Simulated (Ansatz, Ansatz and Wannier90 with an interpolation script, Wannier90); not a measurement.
# G0W0 band structure of GaSb (F-43m), part 2 of 3

G0W0 gives levels on a mesh alone; what do the bands of GaSb (F-43m) look like between the points?

Ansatz 0.2.0; r2SCAN, Wannier functions and G0W0, plane waves, PAW. Known limits of the many-body steps: not at the basis limit; mesh may overstate the screening; no spin-orbit coupling; coarse k mesh.

So far. Step 2 (r2SCAN bands): The gap is direct, at Γ.

The database entry behind the starting cell differs from later determinations by our own check (about 0.4 % long), so it need not match the best structure at ambient conditions.

## Step 4: Wannier functions by Wannier90 (Ga:4s Ga:4p Sb:5p) on 12×12×12

Localised functions give a small Hamiltonian that interpolates between mesh points at no cost.

This step: maximally localised Wannier functions from the overlaps of r2SCAN states (plane waves, PAW).

File w.win:

```
num_iter = 1200
conv_tol = 1.0e-8
conv_window = 5
dis_num_iter = 4000
dis_conv_tol = 1.0e-8
dis_mix_ratio = 0.7
write_hr = true
use_ws_distance = false
num_print_cycles = 50
! ansatz wannier90 interface
! projections by site (counted from 0) and shell: 0 4S, 0 4P, 1 5P
! states of the run's bands (counted from 1): 1-24
num_bands = 24
num_wann  = 7
dis_win_min = 0.35
dis_win_max = 18.65
dis_froz_min = 0.35
dis_froz_max = 10.49
guiding_centres = true

begin unit_cell_cart
Ang
                      0.0                    3.059                    3.059
                    3.059                      0.0                    3.059
                    3.059                    3.059                      0.0
end unit_cell_cart

begin atoms_frac
Ga                       0.0                      0.0                      0.0
Sb                      0.75                     0.75                     0.75
end atoms_frac

mp_grid = 12 12 12

[... the mesh's points ...]
```

Started as:

```console
$ OMP_NUM_THREADS=1 mpirun -n 8 wannier90.x w > wannier90.x.log
```

Log:

```text
TEM
                                    ------

                              Lattice Vectors (Ang)
                    a_1     0.000000   3.059000   3.059000
                    a_2     3.059000   0.000000   3.059000
                    a_3     3.059000   3.059000   0.000000

                   Unit Cell Volume:      57.24907  (Ang^3)

                        Reciprocal-Space Vectors (Ang^-1)
                    b_1    -1.027000   1.027000   1.027000
                    b_2     1.027000  -1.027000   1.027000
                    b_3     1.027000   1.027000  -1.027000

 *----------------------------------------------------------------------------*
 |   Site       Fractional Coordinate          Cartesian Coordinate (Ang)     |
 +----------------------------------------------------------------------------+
 | ga   1   0.00000   0.00000   0.00000   |    0.00000   0.00000   0.00000    |
 | sb   1   0.75000   0.75000   0.75000   |    4.58850   4.58850   4.58850    |
 *----------------------------------------------------------------------------*
                                ------------
                                K-POINT GRID
                                ------------

             Grid size = 12 x 12 x 12      Total points = 1728

 *---------------------------------- MAIN ------------------------------------*
 |  Number of Wannier Functions               :                 7             |
 |  Number of Objective Wannier Functions     :                 7             |
 |  Number of input Bloch states              :                24             |
 |  Output verbosity (1=low, 5=high)          :                 1             |
 |  Timing Level (1=low, 5=high)              :                 1             |
 |  Optimisation (0=memory, 3=speed)          :                 3             |
 |  Length Unit                               :               Ang             |
 |  Post-processing setup (write *.nnkp)      :                 F             |
 |  Using Gamma-only branch of algorithms     :                 F             |
 *----------------------------------------------------------------------------*
 *------------------------------- WANNIERISE ---------------------------------*
 |  Total number of iterations                :              1200             |
 |  Number of CG steps before reset           :                 5             |
 |  Trial step length for line search         :             2.000             |
 |  Convergence tolerence                     :         0.100E-07             |
 |  Convergence window                        :                 5             |
 |  Iterations between writing output         :                50             |
 |  Iterations between backing up to disk     :               100             |
 |  Write r^2_nm to file                      :                 F             |
 |  Write xyz WF centres to file              :                 F             |
 |  Write on-site energies <0n|H|0n> to file  :                 F             |
 |  Use guiding centre to control phases      :                 T             |
 |  Use phases for initial projections        :                 F             |
 |  Iterations before starting guiding centres:                 0             |
 |  Iterations between using guiding centres  :                 1             |
 *----------------------------------------------------------------------------*
 *------------------------------- DISENTANGLE --------------------------------*
 |  Using band disentanglement                :                 T             |
 |  Total number of iterations                :              4000             |
 |  Mixing ratio                              :             0.700             |
 |  Convergence tolerence                     :         1.000E-08             |
 |  Convergence window                        :                 3             |
 *----------------------------------------------------------------------------*
 *-------------------------------- PLOTTING ----------------------------------*
 |  Plotting Hamiltonian in WF basis          :                 T             |
 *----------------------------------------------------------------------------*

 *---------------------------------- K-MESH ----------------------------------*
 +----------------------------------------------------------------------------+
 |                    Distance to Nearest-Neighbour Shells                    |
 |                    ------------------------------------                    |
 |          Shell             Distance (Ang^-1)          Multiplicity         |
 |          -----             -----------------          ------------         |
 |             1                   0.148235                      8            |
 |             2                   0.171167                      6            |
 |             3                   0.242066                     12            |
 |             4                   0.283848                     24            |
 |             5                   0.296469                      8            |
 |             6                   0.342333                      6            |
 |             7                   0.373049                     24            |
 |             8                   0.382740                     24            |
[...]
+----------------------------------------------------------------------------+
 |                              Energy  Windows                               |
 |                              ---------------                               |
 |                   Outer:    0.35000  to   18.65000  (eV)                   |
 |                   Inner:    0.35000  to   10.49000  (eV)                   |
 +----------------------------------------------------------------------------+
   Number of target bands to extract:    7

                   Unitarised projection of Wannier functions
                   ------------------------------------------
   A_mn = <psi_m|g_n> --> S = A.A^+ --> U = S^-1/2.A
   In dis_project... done
   Using an inner window (linner = T)
   In dis_proj_froz... done

                   Extraction of optimally-connected subspace
                   ------------------------------------------
 +---------------------------------------------------------------------+<-- DIS
 |  Iter     Omega_I(i-1)      Omega_I(i)      Delta (frac.)    Time   |<-- DIS
 +---------------------------------------------------------------------+<-- DIS
       1      31.37282256      28.13711999       1.150E-01      0.00    <-- DIS
       2      28.57955456      26.83230767       6.512E-02      0.01    <-- DIS
       3      27.14238146      26.01390481       4.338E-02      0.02    <-- DIS
      50      23.14559583      23.14274194       1.233E-04      0.46    <-- DIS
     100      23.10848318      23.10837310       4.764E-06      0.92    <-- DIS
     150      23.10656910      23.10656865       1.936E-08      1.38    <-- DIS

             <<<      Delta < 1.000E-08  over  3 iterations     >>>
             <<< Disentanglement convergence criteria satisfied >>>

        Final Omega_I    23.10655167 (Ang^2)

 +----------------------------------------------------------------------------+

 Writing checkpoint file w.chk... done

 *------------------------------- WANNIERISE ---------------------------------*
 +--------------------------------------------------------------------+<-- CONV
 | Iter  Delta Spread     RMS Gradient      Spread (Ang^2)      Time  |<-- CONV
 +--------------------------------------------------------------------+<-- CONV

 ------------------------------------------------------------------------------
 Initial State
  WF centre and spread    1  (  0.000000, -0.000000, -0.000000 )     4.29970033
  WF centre and spread    2  (  0.000000, -0.000000, -0.000000 )     4.62878560
  WF centre and spread    3  (  0.000000, -0.000000, -0.000000 )     4.62878560
  WF centre and spread    4  (  0.000000, -0.000000, -0.000000 )     4.62878560
  WF centre and spread    5  (  4.588500,  4.588500,  4.588500 )     3.93761825
  WF centre and spread    6  (  4.588500,  4.588500,  4.588500 )     3.93761825
  WF centre and spread    7  (  4.588500,  4.588500,  4.588500 )     3.93761825
  Sum of centres and spreads ( 13.765500, 13.765500, 13.765500 )    29.99891189

      0     0.300E+02     0.0000000000       29.9989118914       1.48  <-- CONV
        O_D=      0.2485179 O_OD=      6.6438423 O_TOT=     29.9989119 <-- SPRD
 ------------------------------------------------------------------------------
 Cycle:      1
  WF centre and spread    1  (  0.000000, -0.000000, -0.000000 )     4.13718645
  WF centre and spread    2  (  0.000000, -0.000000, -0.000000 )     4.55383881
  WF centre and spread    3  (  0.000000, -0.000000, -0.000000 )     4.55383881
[...]
Sum of centres and spreads ( 13.765500, 13.765500, 13.765500 )    29.34863352

      1    -0.650E+00     0.3258575313       29.3486335218       1.50  <-- CONV
        O_D=      0.1684032 O_OD=      6.0736787 O_TOT=     29.3486335 <-- SPRD
 Delta: O_D= -0.8011473E-01 O_OD= -0.5701636E+00 O_TOT= -0.6502784E+00 <-- DLTA
 ------------------------------------------------------------------------------
 Cycle:     50
[...]
Sum of centres and spreads ( 13.765500, 13.765500, 13.765500 )    28.67899992

     50    -0.670E-07     0.0001432062       28.6789999198       2.38  <-- CONV
        O_D=      0.1652649 O_OD=      5.4071833 O_TOT=     28.6789999 <-- SPRD
 Delta: O_D=  0.6023662E-06 O_OD= -0.6693335E-06 O_TOT= -0.6696730E-07 <-- DLTA
 ------------------------------------------------------------------------------

             <<<     Delta < 1.000E-08  over  5 iterations     >>>
             <<< Wannierisation convergence criteria satisfied >>>

 Final State
[...]
WF centre and spread    3  (  0.000000, -0.000000, -0.000000 )     4.62005622
  WF centre and spread    4  (  0.000000,  0.000000, -0.000000 )     4.62005622
  WF centre and spread    5  (  4.588500,  4.588500,  4.588500 )     3.64195210
  WF centre and spread    6  (  4.588500,  4.588500,  4.588500 )     3.64195210
  WF centre and spread    7  (  4.588500,  4.588500,  4.588500 )     3.64195210
  Sum of centres and spreads ( 13.765500, 13.765500, 13.765500 )    28.67899953

         Spreads (Ang^2)       Omega I      =    23.106551667
        ================       Omega D      =     0.165291365
                               Omega OD     =     5.407156498
    Final Spread (Ang^2)       Omega Total  =    28.678999529
 ------------------------------------------------------------------------------

 Writing checkpoint file w.chk... done

 *---------------------------------------------------------------------------*
 |                               PLOTTING                                    |
 *---------------------------------------------------------------------------*

 *===========================================================================*
 |                             TIMING INFORMATION                            |
 *===========================================================================*
 |    Tag                                                Ncalls      Time (s)|
 |---------------------------------------------------------------------------|
 |kmesh: get                                        :         1         0.388|
 |overlap: read                                     :         1         4.294|
 |dis: main                                         :         1         1.499|
 |wann: main                                        :         1         1.272|
 |plot: main                                        :         1         0.134|
 *---------------------------------------------------------------------------*
 All done: wannier90 exiting
```

Elapsed: 9.3 s, on 8 MPI ranks of Arm Neoverse V2, shared host.

Numbers from this step:

```
gauge-invariant spread     : 23.11 Å²
diagonal spread            : 0.1653 Å²
off-diagonal spread        : 5.407 Å²
total spread               : 28.68 Å²
disentanglement steps      : 153
r.m.s. interpolation error : 0.002044 eV
r.m.s. error near the gap  : 0.002769 eV
```

Near the gap the model misses directly solved bands by 2.8 meV r.m.s. and by 11 meV at most in the window tested. This tests the starting bands, not the corrections carried with them.

Wannier functions, by row:

| function | x (Å) | y (Å) | z (Å) | spread (Å²) | nearest atom | distance (Å) |
| --- | --- | --- | --- | --- | --- | --- |
| 1 | 0 | 0 | 0 | 3.893 | Ga1 | 0 |
| 2 | 0 | 0 | 0 | 4.62 | Ga1 | 0 |
| 3 | 0 | 0 | 0 | 4.62 | Ga1 | 0 |
| 4 | 0 | 0 | 0 | 4.62 | Ga1 | 0 |
| 5 | 4.588 | 4.588 | 4.588 | 3.642 | Sb2 | 0 |
| 6 | 4.588 | 4.588 | 4.588 | 3.642 | Sb2 | 0 |
| 7 | 4.588 | 4.588 | 4.588 | 3.642 | Sb2 | 0 |

Frozen up to 2.97 eV; above it the model need not follow the bands. Electronic bands along the path, in eV, zero at the valence-band top:

| point | band 12 | band 13 | band 14 | band 15 | band 16 | band 17 | band 18 |
| --- | --- | --- | --- | --- | --- | --- | --- |
| Γ | 0.00 | 0.00 | 0.00 | 0.47 | 3.00 | 3.00 | 3.00 |
| halfway | -4.10 | -1.74 | -1.74 | 1.47 | 3.06 | 5.88 | 5.88 |
| X | -7.03 | -2.69 | -2.69 | 1.13 | 1.49 | 9.31 | 9.31 |
| halfway | -6.99 | -3.16 | -2.59 | 1.37 | 2.25 | 8.46 | 8.56 |
| U | -6.84 | -3.74 | -2.29 | 1.65 | 4.32 | 7.20 | 7.28 |
| jump to K | -6.84 | -3.74 | -2.29 | 1.65 | 4.32 | 7.20 | 7.28 |
| halfway | -4.54 | -2.46 | -0.74 | 2.24 | 4.06 | 4.74 | 5.24 |
| Γ | 0.00 | 0.00 | 0.00 | 0.47 | 3.00 | 3.00 | 3.00 |
| halfway | -4.09 | -0.73 | -0.73 | 1.10 | 3.94 | 3.94 | 6.01 |
| L | -6.57 | -1.21 | -1.21 | 0.70 | 4.31 | 4.31 | 7.12 |
| halfway | -6.54 | -3.19 | -1.97 | 2.60 | 3.79 | 5.85 | 6.95 |
| W | -6.89 | -3.47 | -3.25 | 4.03 | 4.73 | 4.82 | 5.40 |
| halfway | -6.96 | -3.12 | -2.99 | 2.17 | 2.46 | 7.66 | 7.83 |
| X | -7.03 | -2.69 | -2.69 | 1.13 | 1.49 | 9.31 | 9.31 |

The same for Kohn-Sham, solved directly:

| point | band 12 | band 13 | band 14 | band 15 | band 16 | band 17 | band 18 |
| --- | --- | --- | --- | --- | --- | --- | --- |
| Γ | 0.00 | 0.00 | 0.00 | 0.47 | 2.99 | 2.99 | 2.99 |
| X | -7.03 | -2.69 | -2.69 | 1.13 | 1.49 | 9.31 | 9.31 |
| U | -6.84 | -3.74 | -2.29 | 1.65 | 4.21 | 7.11 | 7.27 |
| K | -6.84 | -3.74 | -2.29 | 1.65 | 4.21 | 7.11 | 7.27 |
| Γ | 0.00 | 0.00 | 0.00 | 0.47 | 2.99 | 2.99 | 2.99 |
| L | -6.57 | -1.21 | -1.21 | 0.70 | 4.03 | 4.03 | 6.94 |
| W | -6.89 | -3.47 | -3.25 | 4.03 | 4.63 | 4.82 | 5.11 |
| X | -7.03 | -2.69 | -2.69 | 1.13 | 1.49 | 9.31 | 9.31 |

The first set of electronic bands as a text plot (rows in eV, shown from -7.0 to 3.0 only):

```
    2.8 |++++   +       +             ++              ++    ++
    2.4 |        +     +     ++++                    +       +
    2.0 |  ++     ++       ++    +++                +         +
    1.5 |    +++    +++++++         +     +        +           ++
    1.1 | +     +++++++              +  ++ +++                 ++
    0.7 |                                     +++++
    0.3 |+                            ++
   -0.1 |**                       ********
   -0.6 | **                    **  *   * ***
   -1.0 |   *                  *     *       ***
   -1.4 |  * **              **   **     *      *****
   -1.8 |      *            *    *  *              * **
   -2.2 |   *   **       ***              *         *  *
   -2.6 |         *******       * **                 *  *      **
   -3.1 |              *       *                      *  ******
   -3.5 |    **         **   **            *           ******
   -3.9 |      *          ***    *          *
   -4.3 |
   -4.7 |       *               *            *
   -5.1 |                      *
   -5.6 |        *                            *
   -6.0 |                    **                *
   -6.4 |         **        *                   ********
   -6.8 |           ********                            *********
         Γ           X  U|K            Γ         L        W     X
```

(Continued in part 3 of 3.)

[Paths, hosts, dates, memory and timing lines, banners, echoed tables and standing remarks are left out of the program output.]

[Logs are printed without paths, hosts, clocks, repeated set-up lines and the standing remarks that a program may print on its own settings, such as how far it seeks lower states.]

[Runs of the session that timed out or met a known fault of the program may be left out.]

[Hosts, paths, dates, database ids (printed as entryN), source tags and the programs' standing remarks are cut or masked in the printed files.]
